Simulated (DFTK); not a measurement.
Here is a DFTK 0.8.2 calculation.

File run.jl:

```julia
using DFTK
using PseudoPotentialData
using Unitful, UnitfulAtomic
using LinearAlgebra, Printf
include("save.jl")
disable_threading()

# lattice vectors are the columns
lattice = austrip(1u"Å") * [      -1.66395        1.66395        1.66395;
                  1.66395       -1.66395        1.66395;
                  1.66395        1.66395       -1.66395]
symbols   = [:Nb]
positions = [[0.0, 0.0, 0.0]]
pseudopotentials = Dict(:Nb => "Nb.upf")
elements = Dict(s => ElementPsp(s, pseudopotentials; rcut=10.0) for s in unique(symbols))
atoms    = [elements[s] for s in symbols]

build_model(lattice, positions; symmetries=true) =
    model_DFT(lattice, atoms, positions;
              functionals=PBEsol(),
              temperature=austrip(0.05u"eV"),
              smearing=Smearing.FermiDirac(),
              symmetries)
Ecut  = 45.0  # hartree
kgrid = [11, 11, 11]
tol   = 1e-6
to_GPa = ustrip(uconvert(u"GPa", 1u"hartree/bohr^3"))

model = build_model(lattice, positions)
basis = PlaneWaveBasis(model; Ecut, kgrid)
display(basis)
scfres = self_consistent_field(basis;
                               tol,
                               nbandsalg=AdaptiveBands(model; n_bands_converge=11))
display(scfres.energies)
@printf "Fermi level: %.6f eV\n" ustrip(auconvert(u"eV", something(scfres.εF, NaN)))
forces = compute_forces_cart(scfres)
println("Forces (eV/Å)")
for (s, f) in zip(symbols, forces)
    @printf "%-3s %12.6f %12.6f %12.6f\n" s ustrip.(auconvert.(u"eV/Å", f))...
end
stress = compute_stresses_cart(scfres)
println("Stress (GPa)")
display(round.(stress * to_GPa; digits=4))
println("Levels at the first k-point (eV): ", round.(ustrip.(auconvert.(u"eV", scfres.eigenvalues[1][1:scfres.n_bands_converge])); digits=4))
save_scf!(scfres; forces, stress)

points = Dict("G" => [0.0, 0.0, 0.0], "H" => [0.5, -0.5, 0.5], "P" => [0.25, 0.25, 0.25], "N" => [0.0, 0.0, 0.5])
segments = [("G", "H", 10), ("H", "N", 7), ("N", "G", 7), ("G", "P", 8), ("P", "H", 8), ("P", "N", 5)]
kcoords = vcat([[points[a] + t * (points[b] - points[a]) for t in range(0, 1, n)] for (a, b, n) in segments]...)
bands = compute_bands(scfres, ExplicitKpoints(kcoords); n_bands=13, tol=1e-5)
for (k, ε) in zip(bands.basis.kpoints, bands.eigenvalues)
    @printf "%d %8.4f %8.4f %8.4f " k.spin k.coordinate...
    println(join([@sprintf("%9.4f", e) for e in ustrip.(auconvert.(u"eV", ε .- scfres.εF))]))
end
results["band_energies"] = rows(bands.eigenvalues); results["band_kpoints"] = rows(kcoords)
```

Potentials or basis: SG15 1.2 (PBE).

The run is started by

```bash
$ julia --threads=1 run.jl  # save.jl only writes the numbers to a file and isn't shown; printed stress counts tension as positive; times include loading and compiling
```

(1) Estimate the band gap on the k mesh.

(2) Estimate the pressure.

Results:

(1) none (metal or under the smearing width).

(2) -7.3 GPa.

Caveat: the potentials were made for another functional, which shifts forces and pressure.
